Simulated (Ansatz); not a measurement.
Wanted: the native input for an Ansatz 0.2.0 run.

* Task: band structure
* Functional: PBE
* Potentials or basis: all-electron LAPW, scalar-relativistic
* Cutoff: 178 eV (chosen from the basis error)
* Basis error allowed: 0.001 eV/atom
* k mesh: 8 × 8 × 8
* Occupations: fermi-dirac, width 0.05 eV
* Spin: no spin polarisation

PbS (Galena):

```
CELL_PARAMETERS angstrom
0.00000 2.96575 2.96575
2.96575 0.00000 2.96575
2.96575 2.96575 0.00000
ATOMIC_POSITIONS crystal
Pb 0.00000 0.00000 0.00000
S 0.50000 0.50000 0.50000
```

The input as run:

input.yaml

```yaml
crystal:
  lattice:
    - [0.0, 2.96575, 2.96575]
    - [2.96575, 0.0, 2.96575]
    - [2.96575, 2.96575, 0.0]
  atoms:
    - { symbol: Pb, position: [0.0, 0.0, 0.0] }
    - { symbol: S, position: [0.5, 0.5, 0.5] }
kpoints:
  mp_grid: { grid: [8, 8, 8] }
  band_path:
    path:
      - [0.0, 0.0, 0.0]
      - [0.5, 0.0, 0.5]
      - [0.5, 0.25, 0.75]
      - [0.375, 0.375, 0.75]
      - [0.0, 0.0, 0.0]
      - [0.5, 0.5, 0.5]
      - [0.625, 0.25, 0.625]
      - [0.5, 0.25, 0.75]
    npoints: 10
scf:
  occupations: { method: fermi_dirac, width: 0.05 }
hamiltonian:
  xc: pbe
  pseudopotentials: { kind: all_electron, lapw: { basis_error: 0.001 } }
output:
  forces: true
  stress: true
  eigenvalues: true
```

Potentials or basis: all-electron LAPW, scalar-relativistic.

Launch:

```sh
$ ansatz run input.yaml --threads 1 --pin off --max-ram 3072MiB --backend cpu --events-out ev --progress --plain --runs-dir out
```

It gave:

The pressure is 2.2 GPa. The band gap on the k mesh is 0.36 eV, direct and the band gap along the path is 0.36 eV, direct.

Caveat: spin-orbit coupling is left out, which as a rule narrows the gap of such compounds by several tenths of an eV.

It took 12 s on 1 thread of Arm Neoverse V1, with other jobs on the host, peak memory 0.28 GiB.
